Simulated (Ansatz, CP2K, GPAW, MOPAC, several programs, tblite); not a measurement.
## Many methods on one cell: AgCl (NiAs type)

AgCl (NiAs type), relaxed with r2SCAN in Ansatz, was computed with several methods. Space group P6_3/mmc (No. 194), hexagonal; conventional cell a = 4.005 Å, c = 6.201 Å, 21.53 Å³ an atom. Ag has 6 Cl at 2.78 Å; Cl has 6 Ag at 2.78 Å. Spin-unpolarised throughout. Whether this structure exists isn't addressed.

```
CELL_PARAMETERS angstrom
4.00486 0.00000 0.00000
-2.00243 3.46831 0.00000
0.00000 0.00000 6.20104
ATOMIC_POSITIONS crystal
Ag 0.00000 0.00000 0.00000
Ag 0.00000 0.00000 0.50000
Cl 0.33333 0.66667 0.25000
Cl 0.66667 0.33333 0.75000
```

Gaps and times are for a single point on this cell; volume and bulk modulus come from each method's own relaxation or energy curve at fixed shape, which is too stiff where a cell has free coordinates or axes. Times are rough, from shared hosts (Arm Neoverse V1), and each method has its own mesh and cell size. A double dagger marks a value from a curve with shape and coordinates held. PM7 (MOPAC), GFN1-xTB (tblite), GFN2-xTB (tblite) treat a cluster of cells at its zone centre, which samples few k points: where these miss a band edge, the gap comes out too large for that reason alone. Gaps from k meshes are read at a limited set of points (mesh, symmetry points, PBE's band edges), so each method's own least gap may be somewhat smaller. xTB and the PM methods were fitted mostly to molecules, and can miss a solid's gap by electronvolts. Minimal bases can be far off for gaps. GLLB-SC's gap includes the derivative discontinuity. d marks a direct gap, i an indirect one (no mark: not told apart), a dash a value that wasn't computed or didn't pass its checks.

| method | kind | gap (eV) | own volume (Å³/atom) | bulk modulus (GPa) | atoms computed | processor time |
| --- | --- | --- | --- | --- | --- | --- |
| light PBE (260 eV and a coarse mesh) | light plane-wave | 0.97 d | – | – | 4 | 1.7 s |
| GFN1-xTB (tblite) | tight binding | 1.73 | 21.96‡ | 65‡ | 72 | 3.8 s |
| GFN2-xTB (tblite) | tight binding | 2.03 | 20.76‡ | 61‡ | 72 | 7.5 s |
| PBE | semilocal | 0.91 d | 22.28 | 43‡ | 4 | 8 s |
| PBE/SZV (CP2K) | small basis | 0.80 d | – | – | 4 | 9.3 s |
| r2SCAN | semilocal | 1.48 d | 21.53 | 52‡ | 4 | 21 s |
| PBE/DZVP (CP2K) | small basis | 0.90 d | 22.51‡ | 43‡ | 4 | 30 s |
| PBE/single zeta (GPAW) | small basis | 0.69 d | – | – | 4 | 72 s |
| PM7 (MOPAC) | semi-empirical | 2.59 | – | – | 72 | 84 s |
| GLLB-SC (GPAW) | model potential | 2.31 | – | – | 4 | 96 s |

Against r2SCAN (1.48 eV) and with closed or daggered gaps left aside, the nearest gap at the points sampled is that of GFN1-xTB (tblite) (+0.25 eV) and the farthest that of PM7 (MOPAC) (+1.11 eV). r2SCAN is only a yardstick of convenience: semilocal gaps usually lie below measured ones, which GLLB-SC and hybrids aim to mend.

Volumes against r2SCAN's: PBE +3.5 %.

Spin-orbit coupling is left out.
